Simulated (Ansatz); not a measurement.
Crystal: Si2Mo.

```
CELL_PARAMETERS angstrom
-1.60000 1.60000 3.93050
1.60000 -1.60000 3.93050
1.60000 1.60000 -3.93050
ATOMIC_POSITIONS crystal
Mo 0.00000 0.00000 0.00000
Si 0.66700 0.66700 0.00000
Si 0.33300 0.33300 0.00000
```

Base run:

* Program: Ansatz 0.2.0
* Functional: LDA
* Potentials or basis: all-electron LAPW, scalar-relativistic
* Cutoff: 205 eV (chosen from the basis error)
* Basis error allowed: 0.002 eV/atom
* k mesh: 12 × 12 × 12
* Occupations: fermi-dirac, width 0.05 eV
* Spin: no spin polarisation

Its results: pressure -6.1 GPa; largest force 0.375 eV/Å.

Q: The run is repeated on the same cell with these changes: functional from LDA to PBEsol. What comes out?

A: Pressure -2.7 GPa; largest force 0.326 eV/Å.

PBEsol binds less tightly than LDA, so the same cell stands under more pressure.
